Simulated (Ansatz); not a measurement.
Could ZnS exist in this structure?

Plane-wave DFT in Ansatz with scalar-relativistic PAW potentials. The crystal relaxes under PBE to F-43m with a = 5.443 Å, 20.16 Å³/atom. No spin polarisation.

```
Zn S
1.0
     0.00000    2.72148    2.72148
     2.72148    0.00000    2.72148
     2.72148    2.72148    0.00000
Zn S
1 1
Direct
  0.25000 0.25000 0.25000
  0.00000 0.00000 0.00000
```

Q: Test it against the elements, against displacements at the zone centre and against strain.

A:
- Energy over the elements: -0.822 eV/atom (PBE, standard states in the same functional, gases uncorrected)
- Optical modes at Γ: all 3 real, at 260 cm⁻¹ (PBE, without the LO-TO term)
- Least eigenvalue of the elastic tensor: 41 GPa (PBE)

It passes all three tests. So it is a local minimum against everything tried and bound against the elements. Modes at other wave vectors, other structures and decomposition into other compounds weren't tested here.